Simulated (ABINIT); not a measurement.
The system is WC (Qusongite).

```
W C
1.0
     2.90650    0.00000    0.00000
    -1.45325    2.51710    0.00000
     0.00000    0.00000    2.83660
W C
1 1
Direct
  0.00000 0.00000 0.00000
  0.66667 0.33333 0.50000
```

Base run:

```yaml
Program: ABINIT 10.8.3 (patched build)
Functional: PBEsol
Potentials_or_basis: PseudoDojo NC SR PBEsol v0.4.1 standard
Cutoff: 1007 eV
k_mesh: 8 × 8 × 7
Occupations: fermi-dirac, width 0.05 eV
Spin: no spin polarisation
```

Its results: band gap on the k mesh none (metal or under the smearing width); pressure -3.5 GPa.

Problem. The run is repeated on the same cell with these changes: functional from PBEsol to PBE; potentials or basis from PseudoDojo NC SR PBEsol v0.4.1 standard to PseudoDojo NC SR PBE v0.4.1 standard; cutoff from 1007 eV to 1116 eV. What comes out?

Solution. Band gap on the k mesh none (metal or under the smearing width); pressure 5.7 GPa.
